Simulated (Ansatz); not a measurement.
# HfO2 (P2_1/c) in Ansatz: settings compared

Aim: see how the results for HfO2 move with the level of theory and the settings. Levels: PBEsol+D3(BJ), revPBE+D4. Tasks: relaxation of cell and atoms.

Program: Ansatz 0.2.0. These are calculated values, not measurements. Logs are shortened: lines on timing, memory, paths and dates and some standing lists are left out, and cuts for length are marked.

### 1 The crystal as given

The structure is monoclinic, space group P2_1/c (No. 14). The conventional cell has a = 5.118 Å, b = 5.186 Å, c = 5.284 Å, α = 90.00°, β = 99.35°, γ = 90.00°. Around Hf (site symmetry 1) lie 7 O at 2.03 to 2.25 Å. Around O (site symmetry 1) lie 3 Hf at 2.03 to 2.12 Å. O (site symmetry 1) is surrounded by 4 Hf at 2.14 to 2.25 Å.

### 2 Relaxation of cell and atoms, PBEsol+D3(BJ)

Input file input.yaml:

```yaml
crystal:
  lattice:
    - [5.118, 0.0, 0.0]
    - [0.0, 5.1857, 0.0]
    - [-0.8586630598, 0.0, 5.2138671406]
  atoms:
    - { symbol: Hf, position: [0.2755, 0.4603, 0.708] }
    - { symbol: Hf, position: [0.7245, 0.9603, 0.792] }
    - { symbol: Hf, position: [0.7245, 0.5397, 0.292] }
    - { symbol: Hf, position: [0.2755, 0.0397, 0.208] }
    - { symbol: O, position: [0.0742, 0.1684, 0.8467] }
    - { symbol: O, position: [0.9258, 0.6684, 0.6533] }
    - { symbol: O, position: [0.9258, 0.8316, 0.1533] }
    - { symbol: O, position: [0.0742, 0.3316, 0.3467] }
    - { symbol: O, position: [0.4487, 0.7419, 0.9801] }
    - { symbol: O, position: [0.5513, 0.2419, 0.5199] }
    - { symbol: O, position: [0.5513, 0.2581, 0.0199] }
    - { symbol: O, position: [0.4487, 0.7581, 0.4801] }
hamiltonian:
  xc: pbesol
  pseudopotentials: { kind: paw }
  dispersion: d3bj
kpoints:
  mp_grid: { grid: [5, 5, 5] }
scf:
  occupations: { method: fermi_dirac, width: 0.05 }
output:
  forces: true
  stress: true
relax:
  f_tol: 0.01
  max_steps: 40
  cell: { stress_tol: 0.05 }
```

Potentials or basis: Ansatz PAW.

The run is started by

```console
ansatz run input.yaml --threads 4 --pin off --max-ram 11264MiB --backend cpu --events-out ev --progress --plain --runs-dir out
```

Standard output:

```text
Warning: RAYON_NUM_THREADS=4 ignored (pool sized by the plan → 4); use --threads N
Engine: ansatz 0.2.0, x86_64-unknown-linux-gnu
Pseudopotentials: kind: paw
Pseudopotential: Hf, paw, valence charge 26, recommended cutoff 420 eV (normal), Hf.paw.azcp
Pseudopotential: O, paw, valence charge 6, recommended cutoff 420 eV (normal), O.paw.azcp
Functional definition: PBEsol
  exchange = pbesol_x
  correlation = pbesol_c
Crystal: 12 atoms, lattice volume = 138.378 Å³
Basis set: ecut = 420 eV, 2699 PW (Γ), exchange–correlation on 72×72×72 points (8 copies of the dense FFT grid, shifted against one another)
Bands: 92, of which v1, the nominal top of the filled ones, is band 76 counted from 1 (75 counted from 0)
Symmetry: 4 space group operations
Space group: P21/c (ITA 14), of the structure as read, at distance tolerance 5.2e-5 Å
k-points: 39 of 125
Non-local potential: Hf, projectors of the file, l = 0: 3, l = 1: 2, l = 2: 2, l = 3: 3
Non-local potential: O, projectors of the file, l = 0: 2, l = 1: 2, l = 2: 1
PAW form: soft (Blöchl's): semilocal exchange-correlation on the pseudo side does not see the compensation charge
PAW frozen core: Hf, regenerated for the run's functional, and the local potential with it (the file was generated under x = pbe(κ = 0.804, μ = 0.2195149727645171), c = pbe(β = 0.06672455060314922))
PAW frozen core: O, regenerated for the run's functional, and the local potential with it (the file was generated under x = pbe(κ = 0.804, μ = 0.2195149727645171), c = pbe(β = 0.06672455060314922))
PAW one-centre angular grid: Hf, 590 points (default); XC on 64 Gauss nodes
PAW one-centre angular grid: O, 110 points (default); XC on 64 Gauss nodes
Initial density: superposition of atomic densities (neutral atoms: chi_scale 0, normalization atom), corrected by the library's trained network
Initial wavefunctions: pseudopotential atomic-orbital guess
Functional: x = pbesol(κ = 0.804, μ = 0.12345679012345678), c = pbesol(β = 0.046)
SCF iter   1: F=—  HF=-66903.773067 eV  |F-HF|=—  |Δ(HF+E_count)|=         —  Δρ=1.86e-2  dr2=3.90e-1  ethr=1.77e-3  ⟨swp⟩=5.4  Hψ=11254  notcnv=0  defer=110
preconditioner: auto → Resta (q_TF=auto, 2.771 Å⁻¹)  ε∞=5.4  [insulator: Δε(μ)=3.891 eV  Ē_g=18.056 eV  σ=0.050 eV  W_gap=1.00  n_scr=52 (ndim 8)  ℏωp=37.9 eV  f_vac=0.076  D(μ)=0.00/eV (n_scr^D=0)  ε∞_Penn≈5.4]
SCF iter   2: F=—  HF=-66903.675066 eV  |F-HF|=—  |Δ(HF+E_count)|=   9.80e-2  Δρ=3.02e-3  dr2=4.76e-3  ethr=2.57e-4  ⟨swp⟩=2.0  Hψ=6623  notcnv=0  defer=383
SCF iter   3: F=—  HF=-66903.675180 eV  |F-HF|=—  |Δ(HF+E_count)|=   1.14e-4  Δρ=1.52e-3  dr2=1.61e-3  ethr=3.13e-6  ⟨swp⟩=2.0  Hψ=5440  notcnv=0  defer=383
SCF iter   4: F=—  HF=-66903.675670 eV  |F-HF|=—  |Δ(HF+E_count)|=   4.90e-4  Δρ=6.23e-4  dr2=3.70e-4  ethr=1.06e-6  ⟨swp⟩=2.8  Hψ=6924  notcnv=0  defer=383
SCF iter   5: F=—  HF=-66903.675542 eV  |F-HF|=—  |Δ(HF+E_count)|=   1.29e-4  Δρ=1.44e-4  dr2=2.64e-5  ethr=2.43e-7  ⟨swp⟩=2.6  Hψ=7124  notcnv=0  defer=383
SCF iter   6: F=—  HF=-66903.675548 eV  |F-HF|=—  |Δ(HF+E_count)|=   5.79e-6  Δρ=2.72e-5  dr2=1.22e-6  ethr=1.74e-8  ⟨swp⟩=2.0  Hψ=6169  notcnv=0  defer=383
SCF iter   7: F=—  HF=-66903.675548 eV  |F-HF|=—  |Δ(HF+E_count)|=   6.36e-7  Δρ=1.24e-5  dr2=1.98e-7  ethr=6.58e-11  ⟨swp⟩=5.1  Hψ=15110  notcnv=0
SCF iter   8: F=-66903.675548 eV  HF=-66903.675548 eV  |F-HF|=5.53e-8  |Δ(HF+E_count)|=   3.81e-8  Δρ=8.00e-6  dr2=8.03e-8  ethr=6.58e-11  ⟨swp⟩=4.0  Hψ=11692  notcnv=0
SCF 1 converged in 8 iterations: F = -66903.675548 eV  dr2 = 8.03e-8
relax step   1: F+E_penalty+E_count = -66903.67554812 eV  Δ(F+E_penalty+E_count) = +0.000e0 eV  max|allowed force component| = 3.928e-1 eV/Å  Δτ_max = 0.0000 Å  P = -4.623 GPa  Ω = 138.378 Å³  (8 SCF iters, dr2 threshold 1.00e-7 eV, accepted)
Crystal: 12 atoms, lattice volume = 134.779 Å³
Basis set: ecut = 420 eV, 2641 PW (Γ), exchange–correlation on 72×72×72 points (8 copies of the dense FFT grid, shifted against one another)
Initial density: handed on by an earlier stage of this run
Initial wavefunctions: those handed on with the density
iter 1 solved again at ethr=4.28e-5 eV; its pass at ethr=3.10e-3 eV (dr2=6.50e-2 eV) is discarded
SCF iter   1: F=—  HF=-66903.764233 eV  |F-HF|=—  |Δ(HF+E_count)|=         —  Δρ=8.95e-3  dr2=6.56e-2  ethr=4.28e-5  ⟨swp⟩=2.7  Hψ=15089  notcnv=0
preconditioner: auto → Resta (q_TF=auto, 2.784 Å⁻¹)  ε∞=5.4  [insulator: Δε(μ)=3.915 eV  Ē_g=18.231 eV  σ=0.050 eV  W_gap=1.00  n_scr=48 (ndim 8)  ℏωp=38.4 eV  f_vac=0.066  D(μ)=0.00/eV (n_scr^D=0)  ε∞_Penn≈5.4]
SCF iter   2: F=—  HF=-66903.747680 eV  |F-HF|=—  |Δ(HF+E_count)|=   1.66e-2  Δρ=4.40e-3  dr2=1.43e-2  ethr=4.28e-5  ⟨swp⟩=2.9  Hψ=6911  notcnv=0
SCF iter   3: F=—  HF=-66903.743783 eV  |F-HF|=—  |Δ(HF+E_count)|=   3.90e-3  Δρ=1.02e-3  dr2=1.26e-3  ethr=9.40e-6  ⟨swp⟩=2.0  Hψ=6992  notcnv=0
SCF iter   4: F=—  HF=-66903.743526 eV  |F-HF|=—  |Δ(HF+E_count)|=   2.57e-4  Δρ=4.17e-4  dr2=2.32e-4  ethr=8.27e-7  ⟨swp⟩=2.0  Hψ=6396  notcnv=0
SCF iter   5: F=—  HF=-66903.743467 eV  |F-HF|=—  |Δ(HF+E_count)|=   5.98e-5  Δρ=1.84e-4  dr2=5.13e-5  ethr=1.52e-7  ⟨swp⟩=2.0  Hψ=5615  notcnv=0
SCF iter   6: F=—  HF=-66903.743470 eV  |F-HF|=—  |Δ(HF+E_count)|=   2.95e-6  Δρ=1.00e-4  dr2=1.38e-5  ethr=3.38e-8  ⟨swp⟩=2.0  Hψ=6552  notcnv=0
SCF iter   7: F=-66903.743471 eV  HF=-66903.743471 eV  |F-HF|=3.04e-7  |Δ(HF+E_count)|=   8.88e-7  Δρ=2.02e-5  dr2=7.98e-7  ethr=7.89e-10  ⟨swp⟩=3.0  Hψ=14754  notcnv=0
SCF 2 converged in 7 iterations: F = -66903.743471 eV  dr2 = 7.98e-7
relax step   2: F+E_penalty+E_count = -66903.74347084 eV  Δ(F+E_penalty+E_count) = -6.792e-2 eV  max|allowed force component| = 2.361e-1 eV/Å  Δτ_max = 0.0357 Å  P = +1.025 GPa  Ω = 134.779 Å³  energy of the carried Pulay correction = +1.906e-2 eV  (7 SCF iters, dr2 threshold 1.20e-6 eV, accepted)
Crystal: 12 atoms, lattice volume = 135.436 Å³
[... 69 lines left out ...]
Crystal: 12 atoms, lattice volume = 134.693 Å³
Basis set: ecut = 420 eV, 2627 PW (Γ), exchange–correlation on 72×72×72 points (8 copies of the dense FFT grid, shifted against one another)
iter 1 solved again at ethr=6.76e-8 eV; its pass at ethr=3.10e-3 eV (dr2=1.03e-4 eV) is discarded
SCF iter   1: F=—  HF=-66903.761379 eV  |F-HF|=—  |Δ(HF+E_count)|=         —  Δρ=4.02e-4  dr2=9.34e-5  ethr=6.76e-8  ⟨swp⟩=3.0  Hψ=13816  notcnv=0
preconditioner: auto → Resta (q_TF=auto, 2.784 Å⁻¹)  ε∞=5.4  [insulator: Δε(μ)=4.097 eV  Ē_g=18.217 eV  σ=0.050 eV  W_gap=1.00  n_scr=48 (ndim 8)  ℏωp=38.4 eV  f_vac=0.067  D(μ)=0.00/eV (n_scr^D=0)  ε∞_Penn≈5.4]
SCF iter   2: F=—  HF=-66903.761388 eV  |F-HF|=—  |Δ(HF+E_count)|=   9.82e-6  Δρ=2.20e-4  dr2=3.14e-5  ethr=6.14e-8  ⟨swp⟩=1.0  Hψ=3588  notcnv=0
SCF iter   3: F=—  HF=-66903.761389 eV  |F-HF|=—  |Δ(HF+E_count)|=   6.79e-7  Δρ=6.51e-5  dr2=4.88e-6  ethr=2.06e-8  ⟨swp⟩=2.0  Hψ=5756  notcnv=0
SCF iter   4: F=—  HF=-66903.761388 eV  |F-HF|=—  |Δ(HF+E_count)|=   8.59e-7  Δρ=1.61e-5  dr2=3.38e-7  ethr=3.21e-9  ⟨swp⟩=2.0  Hψ=5922  notcnv=0
SCF iter   5: F=-66903.761388 eV  HF=-66903.761388 eV  |F-HF|=6.38e-8  |Δ(HF+E_count)|=   1.06e-7  Δρ=8.15e-6  dr2=6.93e-8  ethr=9.50e-11  ⟨swp⟩=4.5  Hψ=13088  notcnv=0
SCF 9 converged in 5 iterations: F = -66903.761388 eV  dr2 = 6.93e-8
relax step   9: F+E_penalty+E_count = -66903.76138830 eV  Δ(F+E_penalty+E_count) = -1.014e-3 eV  max|allowed force component| = 2.236e-3 eV/Å  Δτ_max = 0.0049 Å  P = -0.010 GPa  Ω = 134.693 Å³  energy of the carried Pulay correction = +8.709e-4 eV  (5 SCF iters, dr2 threshold 1.44e-7 eV, accepted)
iter 1 solved again at ethr=6.83e-8 eV; its pass at ethr=3.10e-3 eV (dr2=1.04e-4 eV) is discarded
SCF iter   1: F=—  HF=-66903.760624 eV  |F-HF|=—  |Δ(HF+E_count)|=         —  Δρ=1.65e-5  dr2=1.30e-7  ethr=6.83e-8  ⟨swp⟩=4.0  Hψ=22501  notcnv=0
preconditioner: auto → Resta (q_TF=auto, 2.784 Å⁻¹)  ε∞=5.4  [insulator: Δε(μ)=4.099 eV  Ē_g=18.216 eV  σ=0.050 eV  W_gap=1.00  n_scr=48 (ndim 8)  ℏωp=38.4 eV  f_vac=0.067  D(μ)=0.00/eV (n_scr^D=0)  ε∞_Penn≈5.4]
SCF iter   2: F=—  HF=-66903.760638 eV  |F-HF|=—  |Δ(HF+E_count)|=   1.37e-5  Δρ=7.24e-6  dr2=3.55e-8  ethr=8.54e-11  ⟨swp⟩=2.9  Hψ=7148  notcnv=0
SCF iter   3: F=—  HF=-66903.760638 eV  |F-HF|=—  |Δ(HF+E_count)|=   3.99e-9  Δρ=4.18e-6  dr2=1.04e-8  ethr=2.34e-11  ⟨swp⟩=2.0  Hψ=5226  notcnv=0
SCF iter   4: F=—  HF=-66903.760638 eV  |F-HF|=—  |Δ(HF+E_count)|=   6.94e-9  Δρ=1.34e-6  dr2=1.89e-9  ethr=6.87e-12  ⟨swp⟩=2.0  Hψ=5610  notcnv=0
SCF iter   5: F=—  HF=-66903.760638 eV  |F-HF|=—  |Δ(HF+E_count)|=  1.46e-10  Δρ=4.71e-7  dr2=4.72e-10  ethr=1.24e-12  ⟨swp⟩=2.0  Hψ=6535  notcnv=0
SCF iter   6: F=-66903.760638 eV  HF=-66903.760638 eV  |F-HF|=0.00e0  |Δ(HF+E_count)|=  1.89e-10  Δρ=1.84e-7  dr2=4.41e-11  ethr=1.00e-12  ⟨swp⟩=4.1  Hψ=12660  notcnv=0
SCF 10 converged in 6 iterations: F = -66903.760638 eV  dr2 = 4.41e-11
relax step  10: F+E_penalty+E_count = -66903.76063779 eV  Δ(F+E_penalty+E_count) = +7.505e-4 eV  max|allowed force component| = 2.206e-3 eV/Å  Δτ_max = 0.0000 Å  P = -0.016 GPa  Ω = 134.693 Å³  stress off target by 2.43e-2 GPa  SCF on the basis re-selected at this cell (its energy is not comparable with the rows above)  (6 SCF iters)
basis re-selected at this cell: Δ(F+E_penalty+E_count) = +7.505e-4 eV, ΔP = -0.006 GPa vs the last step (what re-selecting the basis moved, of the pressure what is left beyond the Pulay correction that the steps carried, after the strain that the cell walked since its last selection, with what the two solves' SCF thresholds leave and, on support functions, any second-order correction that the steps lacked; it is no measure of the basis error at this ecutwfc). This SCF's stress stands 2.43e-2 GPa from its target on what of the cell is left free (relax.cell.stress_tol is 5.00e-2 GPa) and its largest allowed force component is 2.21e-3 eV/Å (relax.f_tol is 1.00e-2 eV/Å): within both
SCF converged after 6 iterations
Free energy (F): -66903.760638 eV
Harris-Foulkes:  -66903.760638 eV  (|F-HF|=0.00e0)
Internal energy: -66903.760638 eV  (E = F + TS)
E sigma→0 (E₀):  -66903.760638 eV
Fermi energy:    16.526460 eV
--- Per-component energies (eV) ---
  E_band       = 76.467418
  E_kinetic    = 3092.433958
  E_local      = -24261.381837  (includes V_loc(G=0)·N_el)
  E_nonlocal   = -4561.123828
  E_hartree    = 11112.391748
  E_xc         = -1775.628402
  E_vxc        = -1814.788057  (∫ρ·V_xc dr)
  E_paw        = -28448.686908  (= ΣΔE_a)
  E_vpaw       = 5396.524132  (= ΣTr[D̂ρ^β])
  E_aug_tail   = 0.019741  (compensation charges beyond the density's cutoff)
  E_ewald      = -22064.440007
  E_disp       = -2.631774  (pairwise vdW)
  E_core_change = 5.286670  (= ΣΔE_core)
  E_smearing   = -0.000000  (= −TS)
  E_closure    = 0.000000  (closes the sum)
  Σ components = -66903.760638   (vs F -66903.760638, Δ=0.00e0)
--- Forces (eV/Å), atoms counted from 1 ---
  atom   1  Hf     0.00004533     0.00095512     0.00124749
  atom   2  Hf    -0.00004533     0.00095512    -0.00124749
  atom   3  Hf    -0.00004533    -0.00095512    -0.00124749
  atom   4  Hf     0.00004533    -0.00095512     0.00124749
  atom   5  O      0.00220647     0.00104020    -0.00086882
  atom   6  O     -0.00220647     0.00104020     0.00086882
  atom   7  O     -0.00220647    -0.00104020     0.00086882
  atom   8  O      0.00220647    -0.00104020    -0.00086882
  atom   9  O     -0.00155352     0.00054743     0.00024591
  atom  10  O      0.00155352     0.00054743    -0.00024591
  atom  11  O      0.00155352    -0.00054743    -0.00024591
  atom  12  O     -0.00155352    -0.00054743     0.00024591
  max |Σ_I F_I| component: 4.34e-19 eV/Å
--- Stress (GPa, compression-positive) ---
       -0.013960       0.000000       0.008633
        0.000000      -0.017933       0.000000
        0.008633       0.000000      -0.017057
  P = ⅓ Tr σ = -0.0163 GPa (-0.163 kbar)
--- Relaxed structure (8 steps of the walk, 8 accepted, 2 SCFs on fresh bases) ---
  F+E_penalty+E_count = -66903.76063779 eV   max|allowed force component| = 2.206e-3 eV/Å   (the final SCF, on the basis selected at the relaxed cell)
  cell:  # Å, volume = 134.6928 Å³
    - [5.057302000838137, -3.388255706249642e-34, 0.002109351131806436]
    - [-9.660866606237375e-34, 5.173375359261012, 8.689027622800913e-33]
    - [-0.8463307021919155, 8.793069608878668e-33, 5.14780201779596]
  atoms:
    - { symbol: Hf, position: [0.2776938926153756, 0.457678929853586, 0.708353292901363] }
    - { symbol: Hf, position: [0.7223061073846245, 0.9576789298535859, 0.7916467070986368] }
    - { symbol: Hf, position: [0.7223061073846245, 0.5423210701464138, 0.29164670709863677] }
    - { symbol: Hf, position: [0.2776938926153756, 0.04232107014641405, 0.2083532929013632] }
    - { symbol: O, position: [0.0762780999073951, 0.15300031761152813, 0.8324772248572837] }
    - { symbol: O, position: [0.923721900092605, 0.6530003176115282, 0.6675227751427161] }
    - { symbol: O, position: [0.9237219000926051, 0.8469996823884719, 0.16752277514271616] }
    - { symbol: O, position: [0.07627809990739512, 0.3469996823884718, 0.33247722485728376] }
    - { symbol: O, position: [0.44530562671470963, 0.7406713436050452, 0.982349458072561] }
    - { symbol: O, position: [0.5546943732852905, 0.2406713436050452, 0.5176505419274386] }
    - { symbol: O, position: [0.5546943732852906, 0.25932865639495484, 0.017650541927438833] }
    - { symbol: O, position: [0.44530562671470963, 0.7593286563949547, 0.4823494580725612] }
```

It took 1.8 min on 4 threads of Intel Xeon at 2.50GHz (Skylake/Cascade Lake), shared host; peak memory 0.84 GiB.

What came out:

```yaml
Free_energy: -66903.7606 eV
Relaxed_volume: 11.22 Å³/atom
Relaxed_cell: a = 5.057 Å, b = 5.173 Å, c = 5.217 Å, α = 90.00°, β = 99.31°, γ = 90.00°
Space_group_after_relaxing_to_0.05_Å: P2_1/c (No. 14)
Energy_gained_by_relaxing: 7.1 meV/atom
Ionic_steps: 10
Pressure_after_relaxing: 0.0 GPa
Band_gap_on_the_k_mesh: 4.10 eV
```

Forces in eV/Å, atoms in the order of the input:
```
Hf   0.000  0.001  0.001
Hf   0.000  0.001 -0.001
Hf   0.000 -0.001 -0.001
Hf   0.000 -0.001  0.001
O    0.002  0.001 -0.001
O   -0.002  0.001  0.001
O   -0.002 -0.001  0.001
O    0.002 -0.001 -0.001
O   -0.002  0.001  0.000
O    0.002  0.001  0.000
O    0.002 -0.001  0.000
O   -0.002 -0.001  0.000
```

Step by step:
| step | energy change (eV) | largest force (eV/Å) | volume (Å³) |
| --- | --- | --- | --- |
| 1 | 0.0000 | 0.4477 | 138.38 |
| 2 | -0.0679 | 0.2504 | 134.78 |
| 3 | -0.0884 | 0.0856 | 135.44 |
| 4 | -0.0928 | 0.0691 | 135.41 |
| 5 | -0.0997 | 0.0355 | 134.99 |
| 6 | -0.1008 | 0.0163 | 134.87 |
| 7 | -0.1009 | 0.0047 | 134.85 |
| 8 | -0.0848 | 0.0049 | 134.85 |
| 9 | -0.0858 | 0.0026 | 134.69 |
| 10 | -0.0851 | 0.0026 | 134.69 |

Final structure:
```
Hf O
1.0
     5.05730    0.00000    0.00211
     0.00000    5.17338    0.00000
    -0.84633    0.00000    5.14780
Hf O
4 8
Direct
  0.27769 0.45768 0.70835
  0.72231 0.95768 0.79165
  0.72231 0.54232 0.29165
  0.27769 0.04232 0.20835
  0.07628 0.15300 0.83248
  0.92372 0.65300 0.66752
  0.92372 0.84700 0.16752
  0.07628 0.34700 0.33248
  0.44531 0.74067 0.98235
  0.55469 0.24067 0.51765
  0.55469 0.25933 0.01765
  0.44531 0.75933 0.48235
```

Caveat: odd divisions of the mesh miss points on the zone boundary, where band edges often lie, so the gap on the mesh can be too wide; the plane-wave basis is chosen anew once the cell has moved, so the energies of steps on either side of that aren't comparable; the pressure holds a Pulay correction of +0.9 GPa for the finite cutoff; spin-orbit coupling is left out, which moves the levels of the heavy elements; the PAW data sets come from PBE, with cores solved anew for the run's functional, which leaves a small shift of forces and pressure. As with any semilocal functional, this PBEsol gap is likely too small.

### 3 Relaxation of cell and atoms, revPBE+D4

input.yaml, as its differences from that of step 2:

```diff
@@ -19,5 +19,5 @@
 hamiltonian:
-  xc: pbesol
+  xc: revpbe
   pseudopotentials: { kind: paw }
-  dispersion: d3bj
+  dispersion: d4
 kpoints:
```

Potentials or basis: Ansatz PAW.

The run is started by

```console
ansatz run input.yaml --threads 4 --pin off --max-ram 11264MiB --backend cpu --events-out ev --progress --plain --runs-dir out
```

Run time: 1.7 min. Hardware: 4 threads of Intel Xeon at 2.50GHz (Skylake/Cascade Lake), shared host; peak memory 0.85 GiB.

It converged, with:

* Free energy: -67495.9622 eV
* Relaxed volume: 11.62 Å³/atom
* Relaxed cell: a = 5.120 Å, b = 5.209 Å, c = 5.299 Å, α = 90.00°, β = 99.30°, γ = 90.00°
* Space group after relaxing (to 0.05 Å): P2_1/c (No. 14)
* Energy gained by relaxing: 3.7 meV/atom
* Ionic steps: 9
* Pressure after relaxing: 0.0 GPa
* Band gap on the k mesh: 4.18 eV

The path:
```csv
step,energy change (eV),largest force (eV/Å),volume (Å³)
1,0.0000,0.4928,138.38
2,-0.0118,0.2493,139.83
3,-0.0351,0.0713,139.77
4,-0.0379,0.0896,139.66
5,-0.0399,0.0460,139.35
6,-0.0401,0.0046,139.41
7,-0.0448,0.0050,139.41
8,-0.0446,0.0006,139.48
9,-0.0449,0.0006,139.48
```

Final structure:
```
CELL_PARAMETERS angstrom
5.11999 0.00000 0.00140
0.00000 5.20891 0.00000
-0.85757 0.00000 5.22951
ATOMIC_POSITIONS crystal
Hf 0.27636 0.45800 0.70843
Hf 0.72364 0.95800 0.79157
Hf 0.72364 0.54200 0.29157
Hf 0.27636 0.04200 0.20843
O 0.07251 0.16128 0.83939
O 0.92749 0.66128 0.66061
O 0.92749 0.83872 0.16061
O 0.07251 0.33872 0.33939
O 0.44643 0.74171 0.97903
O 0.55357 0.24171 0.52097
O 0.55357 0.25829 0.02097
O 0.44643 0.75829 0.47903
```

Caveat: odd divisions of the mesh miss points on the zone boundary, where band edges often lie, so the gap on the mesh can be too wide; the plane-wave basis is chosen anew once the cell has moved, so the energies of steps on either side of that aren't comparable; the pressure holds a Pulay correction of +0.7 GPa for the finite cutoff; spin-orbit coupling is left out, which moves the levels of the heavy elements; the PAW data sets come from PBE, with cores solved anew for the run's functional, which leaves a small shift of forces and pressure. Zero-point motion and thermal expansion aren't in these numbers.
